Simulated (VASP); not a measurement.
LiH:

```
Li H
1.0
     0.00000    2.03675    2.03675
     2.03675    0.00000    2.03675
     2.03675    2.03675    0.00000
Li H
1 1
Direct
  0.00000 0.00000 0.00000
  0.50000 0.50000 0.50000
```

| Property | Result |
| --- | --- |
| Program | VASP 6.6.1 |
| Task | relaxation of cell and atoms |
| Functional | PBEsol |
| Potentials or basis | VASP PAW PBE potentials, release 64 (Li_sv, H) |
| Cutoff | 600 eV |
| k mesh | 12 × 12 × 12 |
| Occupations | gaussian, width 0.03 eV |
| Spin | no spin polarisation |

At the start: pressure -2.4 GPa; volume 8.45 Å³/atom.

Q: How do energy, volume and symmetry change on relaxing?

A: Over 3 steps the energy falls by 4.9 meV/atom and the volume is 7.83 Å³/atom (-7.3 %); space group Fm-3m (No. 225, to 0.05 Å).

The path:
| step | energy change (eV) | largest force (eV/Å) | pressure (GPa) | volume (Å³) |
| --- | --- | --- | --- | --- |
| 1 | 0.0000 | 0.0000 | -2.45 | 16.90 |
| 2 | -0.0042 | 0.0000 | -1.88 | 16.58 |
| 3 | -0.0097 | 0.0000 | 0.05 | 15.67 |

Final structure:
```cif
data_structure
_symmetry_space_group_name_H-M 'P 1'
_symmetry_Int_Tables_number 1
_cell_length_a 2.8087
_cell_length_b 2.8087
_cell_length_c 2.8087
_cell_angle_alpha 60.000
_cell_angle_beta 60.000
_cell_angle_gamma 60.000
_cell_volume 15.67
loop_
_atom_site_label
_atom_site_type_symbol
_atom_site_fract_x
_atom_site_fract_y
_atom_site_fract_z
_atom_site_occupancy
Li1 Li 0.00000 0.00000 0.00000 1
H1 H 0.50000 0.50000 0.50000 1
```

Caveat: the cutoff is under 1.25 times the usual one of these potentials, so pressure, stress and relaxed cells hold a basis-set (Pulay) error; the PAW data sets were made with another functional, which shifts forces and pressure a little.
